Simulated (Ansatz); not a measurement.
# MgTe: the cost of one run

Method: DFT PBE, scalar-relativistic, plane waves, PAW, in Ansatz 0.2.0.

1 further run of the same task is left out (it didn't finish).

## Step 1: Starting point

Symmetry: F-43m, No. 216, cubic system. The conventional cell has a = 6.464 Å, b = 6.464 Å, c = 6.464 Å, α = 90.00°, β = 90.00°, γ = 90.00°. Mg (site symmetry -43m) is surrounded by 4 Te at 2.80 Å. Te (site symmetry -43m) is surrounded by 4 Mg at 2.80 Å.

As a file:

```xyz
2
Lattice="0.0000 3.2320 3.2320 3.2320 0.0000 3.2320 3.2320 3.2320 0.0000" Properties=species:S:1:pos:R:3 pbc="T T T"
Mg    0.0000    0.0000    0.0000
Te    4.8480    4.8480    4.8480
```

The structure comes from the Materials Project (structure only).

## Step 2: The base run

The input, input.yaml:

```yaml
crystal:
  lattice:
    - [0.0, 3.2319988239, 3.2319988239]
    - [3.2319988239, 0.0, 3.2319988239]
    - [3.2319988239, 3.2319988239, 0.0]
  atoms:
    - { symbol: Mg, position: [0.0, 0.0, 0.0] }
    - { symbol: Te, position: [0.75, 0.75, 0.75] }
basis:
  ecutwfc: 420
  fft_grid_basis: typed
kpoints:
  mp_grid: { grid: [8, 8, 8] }
hamiltonian:
  xc: pbe
scf:
  occupations: { method: gaussian, width: 0.05 }
output:
  forces: true
  stress: true
  eigenvalues: true
  bader: true
  write_density: true
  volumetric_format: npy
  elf: true
```

Run with:

```console
> ansatz run input.yaml --threads 1 --pin off --max-ram 2560MiB --backend cpu --events-out ev --progress --plain --runs-dir out
```

**Question.** How long does this run take on 1 thread of Arm Neoverse V1, shared host, and how much memory does it need?

About 19 s, with a peak of 0.33 GiB.
